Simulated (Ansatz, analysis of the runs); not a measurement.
# Conductance against length: (GeH2)2 chain with methyl sulfide ends, between Au (111) faces with adatoms, and longer members, part 3 of 4

Wanted: G and thermopower along the series, and a fit against length.

Ansatz 0.2.0; DFT PBE, plane waves, PAW; relaxation of a junction, electrodes held but for their tips (the session's first sound run).

So far, conductance of the junction (G₀): step 3 (transmission, 90 atoms, molecule oligogermane 2, methyl …) 0.0540.

**6. The open system, 93 atoms, molecule oligogermane 3, methyl sulfide ends, units 3**

This step: DFT PBE, plane waves, PAW; transmission of a junction between electrodes (Ansatz 0.2.0).

The transmission is computed for this geometry in the same way.

The input, input.yaml:

```yaml
crystal:
  lattice:
    - [8.8246926292, 0.0, 0.0]
    - [4.4123463146, 7.6424079975, 0.0]
    - [0.0, 0.0, 32.6592263166]
  atoms:
    - { symbol: Au, position: [0.722222222, 0.722222222, 0.0] }
    - { symbol: Au, position: [0.722222222, 0.055555556, 0.0] }
    - { symbol: Au, position: [0.722222222, 0.388888889, 0.0] }
    - { symbol: Au, position: [0.055555556, 0.722222222, 0.0] }
    - { symbol: Au, position: [0.055555556, 0.055555556, 0.0] }
    - { symbol: Au, position: [0.055555556, 0.388888889, 0.0] }
    - { symbol: Au, position: [0.388888889, 0.722222222, 0.0] }
    - { symbol: Au, position: [0.388888889, 0.055555556, 0.0] }
    - { symbol: Au, position: [0.388888889, 0.388888889, 0.0] }
    - { symbol: Au, position: [0.833333333, 0.833333333, 0.073540539] }
    - { symbol: Au, position: [0.833333333, 0.166666667, 0.073540539] }
    - { symbol: Au, position: [0.833333333, 0.5, 0.073540539] }
    - { symbol: Au, position: [0.166666667, 0.833333333, 0.073540539] }
    - { symbol: Au, position: [0.166666667, 0.166666667, 0.073540539] }
    - { symbol: Au, position: [0.166666667, 0.5, 0.073540539] }
    - { symbol: Au, position: [0.5, 0.833333333, 0.073540539] }
    - { symbol: Au, position: [0.5, 0.166666667, 0.073540539] }
    - { symbol: Au, position: [0.5, 0.5, 0.073540539] }
    - { symbol: Au, position: [0.944444444, 0.944444444, 0.147081079] }
    - { symbol: Au, position: [0.944444444, 0.277777778, 0.147081079] }
    - { symbol: Au, position: [0.944444444, 0.611111111, 0.147081079] }
    - { symbol: Au, position: [0.277777778, 0.944444444, 0.147081079] }
    - { symbol: Au, position: [0.277777778, 0.277777778, 0.147081079] }
    - { symbol: Au, position: [0.277777778, 0.611111111, 0.147081079] }
    - { symbol: Au, position: [0.611111111, 0.944444444, 0.147081079] }
    - { symbol: Au, position: [0.611111111, 0.277777778, 0.147081079] }
    - { symbol: Au, position: [0.611111111, 0.611111111, 0.147081079] }
    - { symbol: Au, position: [0.055555556, 0.055555556, 0.220621618] }
    - { symbol: Au, position: [0.055555556, 0.388888889, 0.220621618] }
    - { symbol: Au, position: [0.055555556, 0.722222222, 0.220621618] }
[... 57 atom lines left out ...]
    - { symbol: Au, position: [0.944444444, 0.611111111, 0.926459461] }
    - { symbol: Au, position: [0.944444444, 0.944444444, 0.926459461] }
    - { symbol: Au, position: [0.944444444, 0.277777778, 0.926459461] }
    - { symbol: Au, position: [0.277777778, 0.611111111, 0.926459461] }
    - { symbol: Au, position: [0.277777778, 0.944444444, 0.926459461] }
    - { symbol: Au, position: [0.277777778, 0.277777778, 0.926459461] }
kpoints:
  mp_grid: { grid: [4, 4, 1] }
scf:
  occupations: { method: fermi_dirac, width: 0.1 }
hamiltonian:
  xc: pbe
output:
  transmission: { leads: [[84, 0]], e_range: [-0.7, 0.7], de: 0.035, kmesh: [4, 4] }
  dos: { projected: true, e_range: [-5, 4] }
  write_potential: true
  write_density: true
  volumetric_format: npy
```

Atom lines that are left out differ too.

On the command line:

```sh
$ ansatz run input.yaml --threads 16 --pin off --max-ram 61440MiB --backend cuda --events-out ev --progress --plain --runs-dir out --max-vram 78GiB
```

Numbers of over 12 decimals in the logs are rounded to 6 here.

The program printed:

```text
[...]
Crystal: 93 atoms, lattice volume = 2202.600 Å³
Basis set: ecut = 420 eV, 43039 PW (Γ)
Bands: 888, of which v1, the nominal top of the filled ones, is band 740 counted from 1 (739 counted from 0)
Symmetry: 1 space group operations
[...]
k-points: 10 of 16 (time reversal used)
[...]
transmission: 102 of 500 steps passed
[...]
SCF converged after 9 iterations
[...]
--- Transmission ---
  basis      : 595 plane waves across, 50 finite elements along
  points     : 10, standing for a mesh of 4 x 4
  on the GPU : 10 of these points
[...]
filled         : 0.4 meV under the level at which it is neutral
    channels       : 7.687500e0 a spin
[...]
junction   : crystal 0 to crystal 0, -0.50 to 29.75 Å
    transmission   : 2.758060e-2 a spin
[...]
resistance     : 3.1061e-1 Ω µm² beyond half of each lead's own
```

It took 3.6 min on 1 × NVIDIA GB200 with 16 threads of Arm Neoverse V2, shared host; peak memory 19 GiB.

The conductance is 0.0279 G₀. The conductance is 0.52 times that of the last run that gave one. The lead's Hamiltonian steps by 22.7 meV, which the program lets pass, though it counts in the error estimate. The largest term of the program's error estimate is 46 %, from the k-mesh.

**7. Landauer integrals, 93 atoms**

This step: Landauer integrals over the computed T(E), interpolated linearly between its energies (analysis of the runs above).

T(E) held rigid; rough near sharp steps of T(E). The conductance at 300 K by shift of the leads' level:

```tsv
shift of the leads' level (eV)	conductance at 300 K (G₀)
-0.350	0.0162
-0.300	0.0166
-0.250	0.0177
-0.200	0.0192
-0.150	0.0208
-0.100	0.0227
-0.050	0.0251
0.000	0.0280
0.050	0.0318
0.100	0.0372
0.150	0.0458
0.200	0.0565
0.250	0.0557
0.300	0.0448
0.350	0.0408
```

The thermopower is -17.6 μV/K. The Lorenz ratio is 1.04, where the Wiedemann-Franz law gives 1. These values rest on a semilocal level alignment and on the mesh across the current. Moving the level by up to 0.1 eV either way gives -27 to -14 μV/K.

**8. Relaxation of the scattering region, 96 atoms, molecule oligogermane 4, methyl sulfide ends, units 4**

This step: DFT PBE, plane waves, PAW; relaxation of a junction, electrodes held but for their tips (Ansatz 0.2.0).

System of this step: (GeH2)4 chain with methyl sulfide ends, between Au (111) faces with adatoms. The cell holds 96 atoms: 74 Au, 2 S, 2 C, 4 Ge and 14 H. Its edges and angles: a = 8.825 Å, b = 8.825 Å, c = 33.939 Å, α = 90.0°, β = 90.0°, γ = 60.0°. Electrodes: Au (111) 3x3 face with an adatom; the apex atoms were set 12.659 Å apart; the free molecule is C[S][GeH2][GeH2][GeH2][GeH2][S]C. Regions: lower lead, 37 atoms (37 Au); bridge, 22 atoms (2 S, 2 C, 4 Ge and 14 H); upper lead, 37 atoms (37 Au). The structure is stacked along c, and the current runs across the ab planes.

The bridge and the electrodes' tips relax, while 72 atoms stay at the lead's spacing, so that the ends still repeat as a lead.

The input, input.yaml:

```yaml
crystal:
  lattice:
    - [8.8246926292, 0.0, 0.0]
    - [4.4123463146, 7.6424079975, 0.0]
    - [0.0, 0.0, 33.9389312777]
  atoms:
    - { symbol: Au, position: [0.722222222, 0.722222222, 0.0] }
    - { symbol: Au, position: [0.722222222, 0.055555556, 0.0] }
    - { symbol: Au, position: [0.722222222, 0.388888889, 0.0] }
    - { symbol: Au, position: [0.055555556, 0.722222222, 0.0] }
    - { symbol: Au, position: [0.055555556, 0.055555556, 0.0] }
    - { symbol: Au, position: [0.055555556, 0.388888889, 0.0] }
    - { symbol: Au, position: [0.388888889, 0.722222222, 0.0] }
    - { symbol: Au, position: [0.388888889, 0.055555556, 0.0] }
    - { symbol: Au, position: [0.388888889, 0.388888889, 0.0] }
    - { symbol: Au, position: [0.833333333, 0.833333333, 0.070767612] }
    - { symbol: Au, position: [0.833333333, 0.166666667, 0.070767612] }
    - { symbol: Au, position: [0.833333333, 0.5, 0.070767612] }
    - { symbol: Au, position: [0.166666667, 0.833333333, 0.070767612] }
    - { symbol: Au, position: [0.166666667, 0.166666667, 0.070767612] }
    - { symbol: Au, position: [0.166666667, 0.5, 0.070767612] }
    - { symbol: Au, position: [0.5, 0.833333333, 0.070767612] }
    - { symbol: Au, position: [0.5, 0.166666667, 0.070767612] }
    - { symbol: Au, position: [0.5, 0.5, 0.070767612] }
    - { symbol: Au, position: [0.944444444, 0.944444444, 0.141535224] }
    - { symbol: Au, position: [0.944444444, 0.277777778, 0.141535224] }
    - { symbol: Au, position: [0.944444444, 0.611111111, 0.141535224] }
    - { symbol: Au, position: [0.277777778, 0.944444444, 0.141535224] }
    - { symbol: Au, position: [0.277777778, 0.277777778, 0.141535224] }
    - { symbol: Au, position: [0.277777778, 0.611111111, 0.141535224] }
    - { symbol: Au, position: [0.611111111, 0.944444444, 0.141535224] }
    - { symbol: Au, position: [0.611111111, 0.277777778, 0.141535224] }
    - { symbol: Au, position: [0.611111111, 0.611111111, 0.141535224] }
    - { symbol: Au, position: [0.055555556, 0.055555556, 0.212302836] }
    - { symbol: Au, position: [0.055555556, 0.388888889, 0.212302836] }
    - { symbol: Au, position: [0.055555556, 0.722222222, 0.212302836] }
[... 60 atom lines left out ...]
    - { symbol: Au, position: [0.944444444, 0.611111111, 0.929232388] }
    - { symbol: Au, position: [0.944444444, 0.944444444, 0.929232388] }
    - { symbol: Au, position: [0.944444444, 0.277777778, 0.929232388] }
    - { symbol: Au, position: [0.277777778, 0.611111111, 0.929232388] }
    - { symbol: Au, position: [0.277777778, 0.944444444, 0.929232388] }
    - { symbol: Au, position: [0.277777778, 0.277777778, 0.929232388] }
kpoints:
  mp_grid: { grid: [2, 2, 1] }
scf:
  occupations: { method: fermi_dirac, width: 0.1 }
hamiltonian:
  xc: pbe
relax:
  constraints:
    - { sites: [0, 1, 2, 3, 4, 5, 6, 7, 8, 9, 10, 11, 12, 13, 14, 15, 16, 17, 18, 19, 20, 21, 22, 23, 24, 25, 26, 27, 28, 29, 30, 31, 32, 33, 34, 35, 60, 61, 62, 63, 64, 65, 66, 67, 68, 69, 70, 71, 72, 73, 74, 75, 76, 77, 78, 79, 80, 81, 82, 83, 84, 85, 86, 87, 88, 89, 90, 91, 92, 93, 94, 95] }
  f_tol: 0.05
  max_steps: 35
```

The program printed:

```text
[...]
Crystal: 96 atoms, lattice volume = 2288.906 Å³
Basis set: ecut = 420 eV, 44711 PW (Γ), exchange–correlation on 120×120×480 points (8 copies of the dense FFT grid, shifted against one another)
Bands: 898, of which v1, the nominal top of the filled ones, is band 748 counted from 1 (747 counted from 0)
Symmetry: 1 space group operations
[...]
k-points: 4
[...]
- { symbol: H, position: [0.786956, 0.414485, 0.542736] }
    - { symbol: Au, position: [0.497707, 0.500378, 0.652518] }
    - { symbol: Au, position: [0.277777778, 0.277778, 0.716929552] }
    - { symbol: Au, position: [0.277777778, 0.611111, 0.716929552] }
    - { symbol: Au, position: [0.277778, 0.944444, 0.716929552] }
    - { symbol: Au, position: [0.611111111, 0.277778, 0.716929552] }
[...]
- { symbol: Au, position: [0.944444, 0.277778, 0.929232388] }
    - { symbol: Au, position: [0.277777778, 0.611111, 0.929232388] }
    - { symbol: Au, position: [0.277778, 0.944444, 0.929232388] }
    - { symbol: Au, position: [0.277777778, 0.277778, 0.929232388] }
```

It took 73 s on 1 × NVIDIA GB200 with 16 threads; peak memory 2 GiB; 3.6 min of CPU time.

Step by step (22 of 32):

```tsv
step	energy less that of the first step (eV)	largest force component (eV/Å)
1	0.0000	0.8648
2	-0.1780	0.4669
4	-0.2607	0.0675
5	-0.2764	0.0406
7	-0.2988	0.0912
8	-0.3029	0.1514
10	-0.3163	0.2626
11	-0.3238	0.2436
13	-0.3369	0.2074
14	-0.3432	0.1977
16	-0.3520	0.2852
17	-0.3560	0.2799
19	-0.3560	0.2800
20	-0.3558	0.2664
22	-0.3659	0.1023
23	-0.3691	0.0634
25	-0.3716	0.0901
26	-0.3733	0.0418
28	-0.3753	0.0638
29	-0.3764	0.1320
31	-0.3791	0.0408
32	-0.3791	0.0413
```

Relaxation steps 18, 20 were tried and not accepted.

The atoms that moved most (Å):

```tsv
atom	dx	dy	dz	length
H47	0.199	2.796	-0.411	2.833
H48	0.096	2.650	-0.472	2.693
H46	-0.638	1.970	-1.070	2.331
C39	0.001	2.247	-0.497	2.301
S38	0.584	1.055	0.215	1.225
H57	-0.016	-1.107	0.401	1.178
H59	0.244	-1.076	0.307	1.145
H50	-0.768	0.241	-0.568	0.985
```

The largest force component on a free atom ends at 0.041 eV/Å, under the limit of 0.05. The apex atoms end 12.76 Å apart, and their nearest bridge atoms lie at 2.38 Å (Au–S) and 2.38 Å (Au–S).

**9. Transmission, 96 atoms, molecule oligogermane 4, methyl sulfide ends, units 4**

This step: DFT PBE, plane waves, PAW; transmission of a junction between electrodes (Ansatz 0.2.0).

The transmission is computed for this geometry in the same way.

Edit input.yaml of step 8 so:

```diff
@@ -44,3 +44,3 @@
 kpoints:
-  mp_grid: { grid: [2, 2, 1] }
+  mp_grid: { grid: [4, 4, 1] }
 scf:
@@ -49,6 +49,7 @@
   xc: pbe
-relax:
-  constraints:
-    - { sites: [0, 1, 2, 3, 4, 5, 6, 7, 8, 9, 10, 11, 12, 13, 14, 15, 16, 17, 18, 19, 20, 21, 22, 23, 24, 25, 26, 27, 28, 29, 30, 31, 32, 33, 34, 35, 60, 61, 62, 63, 64, 65, 66, 67, 68, 69, 70, 71, 72, 73, 74, 75, 76, 77, 78, 79, 80, 81, 82, 83, 84, 85, 86, 87, 88, 89, 90, 91, 92, 93, 94, 95] }
-  f_tol: 0.05
-  max_steps: 35
+output:
+  transmission: { leads: [[87, 0]], e_range: [-0.7, 0.7], de: 0.035, kmesh: [4, 4] }
+  dos: { projected: true, e_range: [-5, 4] }
+  write_potential: true
+  write_density: true
+  volumetric_format: npy
```

Atom lines that are left out differ too.

The program printed:

```text
[...]
Crystal: 96 atoms, lattice volume = 2288.906 Å³
Basis set: ecut = 420 eV, 44711 PW (Γ)
Bands: 898, of which v1, the nominal top of the filled ones, is band 748 counted from 1 (747 counted from 0)
Symmetry: 1 space group operations
[...]
k-points: 10 of 16 (time reversal used)
[...]
basis      : 595 plane waves across, 51 finite elements along
  points     : 10, standing for a mesh of 4 x 4
  on the GPU : 9 of these points; the CPU solved the others: they were too small for the GPU, or it had no memory for them, could not solve them or had refused or failed an earlier call
[...]
filled         : 0.2 meV under the level at which it is neutral
    channels       : 7.687500e0 a spin
[...]
junction   : crystal 0 to crystal 0, -0.50 to 31.03 Å
    transmission   : 3.663985e-3 a spin
[...]
resistance     : 2.3315e0 Ω µm² beyond half of each lead's own
[key lines of the parts left out:]
SCF converged after 9 iterations
```

It took 7.8 min on 1 × NVIDIA GB200 with 16 threads; peak memory 19 GiB.

The conductance is 0.00373 G₀. The conductance is 0.13 times that of the last run that gave one. This chain holds gauche bonds, so it is not the stretched conformer. The lead's Hamiltonian steps by 22.2 meV, which the program lets pass, though it counts in the error estimate. The largest term of the program's error estimate is 45 %, from the k-mesh.

**10. Landauer integrals, 96 atoms**

This step: Landauer integrals over the computed T(E), interpolated linearly between its energies (analysis of the runs above).

The thermopower is -24.3 μV/K. The Lorenz ratio is 1.05, where the Wiedemann-Franz law gives 1. These values rest on a semilocal level alignment and on the mesh across the current. Moving the level by up to 0.1 eV either way gives -34 to -20 μV/K.

**11. Relaxing the junction, 99 atoms, molecule oligogermane 5, methyl sulfide ends, units 5**

This step: DFT PBE, plane waves, PAW; relaxation of a junction, electrodes held but for their tips (Ansatz 0.2.0).

System of this step: (GeH2)5 chain with methyl sulfide ends, between Au (111) faces with adatoms. The cell holds 99 atoms: 74 Au, 2 S, 2 C, 5 Ge and 16 H. Cell: a = 8.825 Å, b = 8.825 Å, c = 36.556 Å, α = 90.0°, β = 90.0°, γ = 60.0°. Electrodes: Au (111) 3x3 face with an adatom; the apex atoms were set 15.276 Å apart; the free molecule is C[S][GeH2][GeH2][GeH2][GeH2][GeH2][S]C. Regions: lower lead, 37 atoms (37 Au); bridge, 25 atoms (2 S, 2 C, 5 Ge and 16 H); upper lead, 37 atoms (37 Au). The structure is stacked along c, and the current runs across the ab planes.

The bridge and the electrodes' tips relax, while 72 atoms stay at the lead's spacing, so that the ends still repeat as a lead.

The input, input.yaml:

```yaml
crystal:
  lattice:
    - [8.8246926292, 0.0, 0.0]
    - [4.4123463146, 7.6424079975, 0.0]
    - [0.0, 0.0, 36.5562346782]
  atoms:
    - { symbol: Au, position: [0.722222222, 0.722222222, 0.0] }
    - { symbol: Au, position: [0.722222222, 0.055555556, 0.0] }
    - { symbol: Au, position: [0.722222222, 0.388888889, 0.0] }
    - { symbol: Au, position: [0.055555556, 0.722222222, 0.0] }
    - { symbol: Au, position: [0.055555556, 0.055555556, 0.0] }
    - { symbol: Au, position: [0.055555556, 0.388888889, 0.0] }
    - { symbol: Au, position: [0.388888889, 0.722222222, 0.0] }
    - { symbol: Au, position: [0.388888889, 0.055555556, 0.0] }
    - { symbol: Au, position: [0.388888889, 0.388888889, 0.0] }
    - { symbol: Au, position: [0.833333333, 0.833333333, 0.065700889] }
    - { symbol: Au, position: [0.833333333, 0.166666667, 0.065700889] }
    - { symbol: Au, position: [0.833333333, 0.5, 0.065700889] }
    - { symbol: Au, position: [0.166666667, 0.833333333, 0.065700889] }
    - { symbol: Au, position: [0.166666667, 0.166666667, 0.065700889] }
    - { symbol: Au, position: [0.166666667, 0.5, 0.065700889] }
    - { symbol: Au, position: [0.5, 0.833333333, 0.065700889] }
    - { symbol: Au, position: [0.5, 0.166666667, 0.065700889] }
    - { symbol: Au, position: [0.5, 0.5, 0.065700889] }
    - { symbol: Au, position: [0.944444444, 0.944444444, 0.131401778] }
    - { symbol: Au, position: [0.944444444, 0.277777778, 0.131401778] }
    - { symbol: Au, position: [0.944444444, 0.611111111, 0.131401778] }
    - { symbol: Au, position: [0.277777778, 0.944444444, 0.131401778] }
    - { symbol: Au, position: [0.277777778, 0.277777778, 0.131401778] }
    - { symbol: Au, position: [0.277777778, 0.611111111, 0.131401778] }
    - { symbol: Au, position: [0.611111111, 0.944444444, 0.131401778] }
    - { symbol: Au, position: [0.611111111, 0.277777778, 0.131401778] }
    - { symbol: Au, position: [0.611111111, 0.611111111, 0.131401778] }
    - { symbol: Au, position: [0.055555556, 0.055555556, 0.197102667] }
    - { symbol: Au, position: [0.055555556, 0.388888889, 0.197102667] }
    - { symbol: Au, position: [0.055555556, 0.722222222, 0.197102667] }
[... 63 atom lines left out ...]
    - { symbol: Au, position: [0.944444444, 0.611111111, 0.934299111] }
    - { symbol: Au, position: [0.944444444, 0.944444444, 0.934299111] }
    - { symbol: Au, position: [0.944444444, 0.277777778, 0.934299111] }
    - { symbol: Au, position: [0.277777778, 0.611111111, 0.934299111] }
    - { symbol: Au, position: [0.277777778, 0.944444444, 0.934299111] }
    - { symbol: Au, position: [0.277777778, 0.277777778, 0.934299111] }
kpoints:
  mp_grid: { grid: [2, 2, 1] }
scf:
  occupations: { method: fermi_dirac, width: 0.1 }
hamiltonian:
  xc: pbe
relax:
  constraints:
    - { sites: [0, 1, 2, 3, 4, 5, 6, 7, 8, 9, 10, 11, 12, 13, 14, 15, 16, 17, 18, 19, 20, 21, 22, 23, 24, 25, 26, 27, 28, 29, 30, 31, 32, 33, 34, 35, 63, 64, 65, 66, 67, 68, 69, 70, 71, 72, 73, 74, 75, 76, 77, 78, 79, 80, 81, 82, 83, 84, 85, 86, 87, 88, 89, 90, 91, 92, 93, 94, 95, 96, 97, 98] }
  f_tol: 0.05
  max_steps: 35
```

The program printed:

```text
[...]
Crystal: 99 atoms, lattice volume = 2465.422 Å³
Basis set: ecut = 420 eV, 48177 PW (Γ), exchange–correlation on 120×120×500 points (8 copies of the dense FFT grid, shifted against one another)
Bands: 908, of which v1, the nominal top of the filled ones, is band 756 counted from 1 (755 counted from 0)
Symmetry: 1 space group operations
[...]
k-points: 4
[...]
- { symbol: Au, position: [0.277778, 0.944444, 0.737196444] }
    - { symbol: Au, position: [0.611111, 0.277777778, 0.737196444] }
    - { symbol: Au, position: [0.611111111, 0.611111111, 0.737196444] }
    - { symbol: Au, position: [0.611111, 0.944444, 0.737196444] }
    - { symbol: Au, position: [0.944444, 0.277777778, 0.737196444] }
[...]
- { symbol: Au, position: [0.944444, 0.277777778, 0.934299] }
    - { symbol: Au, position: [0.277778, 0.611111111, 0.934299] }
    - { symbol: Au, position: [0.277778, 0.944444, 0.934299] }
    - { symbol: Au, position: [0.277778, 0.277777778, 0.934299] }
[key lines of the parts left out:]
SCF converged after 3 iterations
```

Elapsed: 62 s, on 1 × NVIDIA GB200 with 16 threads; peak memory 2 GiB; 3.1 min of CPU time.

Step by step (22 of 27):

```tsv
step	energy less that of the first step (eV)	largest force component (eV/Å)
1	0.0000	0.8162
2	-0.1633	0.5583
3	-0.2329	0.1898
5	-0.2596	0.0419
6	-0.2640	0.0545
7	-0.2703	0.1255
8	-0.2773	0.1373
10	-0.2944	0.1879
11	-0.3083	0.1268
12	-0.3182	0.1227
13	-0.3310	0.1042
15	-0.3458	0.0904
16	-0.3500	0.0722
17	-0.3358	0.2067
18	-0.3528	0.0639
20	-0.3558	0.0333
21	-0.3558	0.0333
22	-0.3531	0.1282
23	-0.3574	0.0436
25	-0.3576	0.0536
26	-0.3592	0.0410
27	-0.3592	0.0409
```

Relaxation steps 17, 22, 24 were tried and not accepted.

The atoms that moved most (Å):

```tsv
atom	dx	dy	dz	length
H53	1.060	-1.778	0.417	2.112
H56	-0.743	-1.667	-0.490	1.890
Ge41	0.898	-1.390	0.116	1.659
H52	1.250	-1.037	0.068	1.625
H55	0.248	-1.429	-0.453	1.519
H54	0.012	-1.426	0.490	1.508
Ge43	-0.618	-1.339	-0.136	1.481
H51	0.889	-1.091	-0.321	1.444
```

The largest force component on a free atom ends at 0.041 eV/Å, under the limit of 0.05. The apex atoms end 15.39 Å apart, and their nearest bridge atoms lie at 2.37 Å (Au–S) and 2.37 Å (Au–S).

(Part 3 of 4 ends here.)

[Logs are printed without paths, hosts, clocks, repeated set-up lines and the standing remarks that a program may print on its own settings, such as how far it seeks lower states.]

[Hosts, paths, dates, database ids (printed as entryN), source tags and the programs' standing remarks are cut or masked in the printed files.]
